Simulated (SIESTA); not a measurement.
Runs of SIESTA 5.4.2 on SnO2 (Cassiterite). The structure is tetragonal, space group P4_2/mnm (No. 136). The conventional cell has a = 4.738 Å, b = 4.738 Å, c = 3.187 Å, α = 90.00°, β = 90.00°, γ = 90.00°. Around Sn (site symmetry mmm) lie 6 O at 2.05 to 2.06 Å. O (site symmetry m2m) is surrounded by 3 Sn at 2.05 to 2.06 Å. 

| task | level | potentials or basis | spin | cell | k mesh | force tolerance | energy shift | gap on the mesh (eV) | pressure (GPa) | largest force (eV/Å) |
| --- | --- | --- | --- | --- | --- | --- | --- | --- | --- | --- |
| relaxation of cell and atoms | SOGGA | PseudoDojo 0.4 standard (PBEsol files), DZP (energy shift 0.002 Ry) | off | relaxed | 4 × 4 × 6 | 0.04 eV/Å | 0.002 Ry | 0.25 | -0.2 | - |
| band structure | RPBE | PseudoDojo 0.4 standard (PBE files), DZP (energy shift 0.002 Ry) | off | as given | 6 × 6 × 8 | - | 0.002 Ry | 1.07 | 22.4 | 0.32 |
| band structure | xPBE | PseudoDojo 0.4 standard (PBE files), DZP (energy shift 0.002 Ry) | off | as given | 6 × 6 × 8 | - | 0.002 Ry | (c) | 21.2 | 0.32 |
| band structure | AM05 | PseudoDojo 0.4 standard (PBEsol files), DZP (energy shift 0.002 Ry) | off | as given | 6 × 6 × 8 | - | 0.002 Ry | 0.87 | (d) | 0.21 |
| band structure | LDA | PseudoDojo 0.4 standard (LDA files), DZP (energy shift 0.002 Ry) | off | as given | 6 × 6 × 8 | - | 0.002 Ry | 0.84 | 6.3 | (b) |
| band structure | PBE | PseudoDojo 0.4 standard (PBE files, fully relativistic), TZP (energy shift 0.002 Ry) | non-collinear, zero start, SOC | as given | 4 × 4 × 6 | - | 0.002 Ry | 1.02 | 17.2 | 0.27 |
| band structure | PBE | PseudoDojo 0.4 stringent (PBE files), DZP (energy shift 0.002 Ry) | off | as given | 6 × 6 × 8 | - | 0.002 Ry | 1.26 | 13.3 | 0.20 |
| band structure | PBEsol | PseudoDojo 0.4 standard (PBEsol files), DZP (energy shift 0.002 Ry) | off | as given | 6 × 6 × 8 | - | 0.002 Ry | 0.86 | 12.3 | (a) |
| band structure | PBE | PseudoDojo 0.4 standard (PBE files), TZ (energy shift 0.005 Ry) | off | as given | 6 × 6 × 8 | - | 0.005 Ry | 0.88 | 15.5 | 0.31 |

Alike in all rows: smearing fermi-dirac 0.05 eV; grid cutoff 800 Ry.

Question: Estimate the missing entries.

Answer: (a) 0.23; (b) 0.16; (c) 1.00; (d) 12.7.

Caveats: semicore shells carry a single zeta, which can move pressures by several GPa and volumes by a few percent; the basis of atomic orbitals isn't converged, which shifts pressures, moduli and gaps; spin-orbit coupling is left out, which moves the levels of the heavy elements (some runs); the potentials were made for another functional, which shifts forces and pressure (some runs); so large a pressure means that the cell lies far from this level's equilibrium, or that cutoff or potentials fall short (some runs); the valence orbitals were made in a potential fitted to the semicore shell under them, which widens gaps by tenths of an eV or more (some runs); the basis has no polarisation orbitals (some runs).

A k mesh can miss the band edges, and rows without SOC leave out spin-orbit coupling on Sn.

The runs don't all hold the same shells in valence.
